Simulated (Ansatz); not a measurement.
## From the elastic tensor of AlP at 18 GPa (stress–strain coefficients) to moduli and sound speeds

These are results of DFT LDA, scalar-relativistic, plane waves, PAW (Ansatz 0.2.0), not measurements. Plane waves to 420 eV; Γ-centred k mesh 10×10×10; fixed occupations. No spin polarisation.

Symmetry: F-43m, No. 216, cubic system. Conventional cell: a = 5.172 Å, b = 5.172 Å, c = 5.172 Å, α = 90.00°, β = 90.00°, γ = 90.00°. Around Al (site symmetry -43m) lie 4 P at 2.24 Å. P (site symmetry -43m) has 4 Al at 2.24 Å as nearest neighbours.

Relaxed-ion constants (GPa, on the Cartesian axes of the calculation):
C11 = 190.4, C12 = 141.0, C13 = 141.0, C22 = 190.4, C23 = 141.0, C33 = 190.4, C44 = 57.7, C55 = 57.7, C66 = 57.7 GPa; the others vanish.

Density 2.782 g/cm³; 2 atoms in 34.59 Å³.

The values that follow are for a polycrystal of randomly turned grains, by Hill's mean where one number stands.

With S = C⁻¹: B_V = (C11+C22+C33+2(C12+C13+C23))/9, G_V = (C11+C22+C33−C12−C13−C23+3(C44+C55+C66))/15, 1/B_R = S11+S22+S33+2(S12+S13+S23), 15/G_R = 4(S11+S22+S33−S12−S13−S23)+3(S44+S55+S66); Hill is their mean. Then v_l = √((B+4G/3)/ρ), v_t = √(G/ρ), v_m = [(2/v_t³+1/v_l³)/3]^(−1/3) and Θ = (ħ/k_B)·v_m·(6π²n/V)^(1/3) for n atoms in the volume V; E = 9BG/(3B+G), ν = (3B−2G)/(2(3B+G)) and A^U = 5G_V/G_R + B_V/B_R − 6.

```json
{
 "Bulk modulus, Voigt / Reuss / Hill": "157.5 / 157.5 / 157.5 GPa",
 "Shear modulus, Voigt / Reuss / Hill": "44.5 / 37.6 / 41.1 GPa",
 "Young's modulus": "113 GPa",
 "Poisson ratio": "0.380",
 "Pugh ratio B/G": "3.83",
 "Universal anisotropy index": "0.92",
 "Longitudinal and transverse sound speeds": "8734 and 3842 m/s",
 "Debye temperature from the mean sound speed": "499 K"
}
```

Cost: 1 run of about 1.2 core-minutes, on Intel Xeon Processor @ 2.70GHz (shared hosts).

Compressed zinc-blende AlP resists a change of volume far better than a change of shape: the bulk modulus is 157.5 GPa, the Hill shear modulus only 41.1 GPa. The weak point is the tetragonal shear, governed by C11 − C12, whose modulus is less than half of C44; this contrast produces the anisotropy index of 0.92. In an open tetrahedral network such a shear mainly bends bond angles, whereas uniform compression must shorten the stiff, partly ionic Al–P bonds. Pressure strengthens the repulsion along the bonds but does little for the angular forces, which probably explains why C12 lies so close to C11. The high B/G of 3.83 therefore suggests weak angular restoring forces under load rather than metallic bonding, and is no sound evidence of ductility.

The positive shear and bulk stiffnesses show that the lattice withstands small homogeneous strains at this pressure. They don't make it the ground state: AlP is known to transform under pressure to the six-coordinate NiAs type, so the zinc-blende form here is probably metastable.
